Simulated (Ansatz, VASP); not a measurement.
# Two plane-wave programs on GaP

Contents of INCAR:

```
PREC     = Accurate       # precision mode
ENCUT    = 520            # plane-wave cutoff, eV
EDIFF    = 1E-8           # SCF threshold, eV
ISMEAR   = -1             # smearing method
SIGMA    = 0.05           # smearing width, eV
LREAL    = False          # projectors in reciprocal space
LASPH    = True           # aspherical terms in the spheres
NELM     = 60             # most SCF steps
ALGO     = Fast           # electronic algorithm
ISIF     = 2              # what is computed and relaxed
LWAVE    = False          # write WAVECAR
LCHARG   = False          # write CHGCAR
GGA      = PE             # functional
LEPSILON = True           # dielectric tensor by DFPT
IBRION   = 8              # ionic algorithm
```

File KPOINTS:

```
Automatic mesh
0
Gamma
  8 8 8
```

POSCAR

```
GaP
1.0
    0.0000000000      2.7252500000      2.7252500000
    2.7252500000      0.0000000000      2.7252500000
    2.7252500000      2.7252500000      0.0000000000
Ga P
1 1
Direct
    0.0000000000      0.0000000000      0.0000000000
    0.7500000000      0.7500000000      0.7500000000
```

input.yaml

```yaml
crystal:
  lattice:
    - [0.0, 2.72525, 2.72525]
    - [2.72525, 0.0, 2.72525]
    - [2.72525, 2.72525, 0.0]
  atoms:
    - { symbol: Ga, position: [0.0, 0.0, 0.0] }
    - { symbol: P, position: [0.75, 0.75, 0.75] }
hamiltonian:
  xc: pbe
  pseudopotentials: { kind: paw }
kpoints:
  mp_grid: { grid: [8, 8, 8] }
scf:
  occupations: { method: fixed }
output:
  eigenvalues: true
dielectric:
  method: response
```

Alike in both runs: task Born charges and dielectric tensor; functional PBE; k mesh 8 × 8 × 8; no spin polarisation.

|  | VASP | Ansatz |
| --- | --- | --- |
| version | VASP 6.6.1 | Ansatz 0.2.0 |
| potentials or method | VASP PAW PBE potentials, release 64 (Ga_d, P) | Ansatz PAW |
| plane-wave cutoff (eV) | 520 | 420 |
| occupations | fermi-dirac, width 0.05 eV | fixed |
| valence electrons in the cell | 18 | 18 |

```csv
,VASP,Ansatz,Ansatz less VASP
gap on the k mesh at the Fermi level (eV),1.64,1.64,0.000
least direct gap on the mesh (eV),1.83,1.83,+0.002
mean electronic dielectric constant,11.18,10.37,-0.806
mean Born charge of the atom that differs most (e),2.22,2.15,-0.075
```

A k mesh can miss the band edges.
